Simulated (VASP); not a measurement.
# BN: relaxation of cell and atoms with BLYP+D3(BJ)

Crystal: BN.

```xyz
2
Lattice="0.0000 1.8130 1.8130 1.8130 0.0000 1.8130 1.8130 1.8130 0.0000" Properties=species:S:1:pos:R:3 pbc="T T T"
N     0.9065    0.9065    0.9065
B     0.0000    0.0000    0.0000
```

The cell is a database's computed one.

| Item | Value |
| --- | --- |
| Program | VASP 6.6.1 |
| Task | relaxation of cell and atoms |
| Functional | BLYP |
| Dispersion | D3(BJ) |
| Potentials or basis | VASP PAW PBE potentials, release 64 (N, B) |
| Cutoff | 600 eV |
| k mesh | 13 × 13 × 13 |
| Occupations | fermi-dirac, width 0.05 eV |
| Spin | no spin polarisation |
| Further INCAR settings | ALGO = Fast; EDIFF = 1e-07; IBRION = 2; EDIFFG = -0.01; NSW = 40; ISIF = 3 |

The relaxed volume is 5.88 Å³/atom and the relaxed cell is a = 2.553 Å, b = 2.553 Å, c = 2.553 Å, α = 60.00°, β = 60.00°, γ = 60.00°. The space group after relaxing (to 0.05 Å) is F-43m (No. 216) and the energy gained by relaxing is 1.2 meV/atom. The ionic steps are 3 and the pressure after relaxing is 0.0 GPa. The band gap on the k mesh is 4.96 eV, indirect (least direct gap 8.95 eV) and the dispersion energy per atom is -0.409 eV.

Step by step:
| step | energy change (eV) | largest force (eV/Å) | pressure (GPa) | volume (Å³) |
| --- | --- | --- | --- | --- |
| 1 | 0.0000 | 0.0000 | -4.76 | 11.92 |
| 2 | -0.0001 | 0.0000 | 4.87 | 11.62 |
| 3 | -0.0023 | 0.0000 | -0.01 | 11.77 |

Final structure:
```cif
data_structure
_symmetry_space_group_name_H-M 'P 1'
_symmetry_Int_Tables_number 1
_cell_length_a 2.5529
_cell_length_b 2.5529
_cell_length_c 2.5529
_cell_angle_alpha 60.000
_cell_angle_beta 60.000
_cell_angle_gamma 60.000
_cell_volume 11.77
loop_
_atom_site_label
_atom_site_type_symbol
_atom_site_fract_x
_atom_site_fract_y
_atom_site_fract_z
_atom_site_occupancy
N1 N 0.25000 0.25000 0.25000 1
B1 B 0.00000 0.00000 0.00000 1
```

Levels at points of the mesh, in eV from the valence-band top:
| k point | band 2 | band 3 | band 4 | band 5 | band 6 | band 7 |
| --- | --- | --- | --- | --- | --- | --- |
| (0.00, 0.00, 0.00) | 0.00 | 0.00 | 0.00 | 8.95 | 8.95 | 8.95 |

Run time: 38 s on 1 thread of Intel(R) Xeon(R) Platinum 8488C (Sapphire Rapids), on a shared host, peak memory 0.14 GiB.

Caveat: the PAW data sets were made with another functional, which shifts forces and pressure a little; an odd mesh through Γ misses points on the zone boundary, where band edges often lie. Expect the measured gap to be larger: semilocal functionals such as BLYP lack the derivative discontinuity.
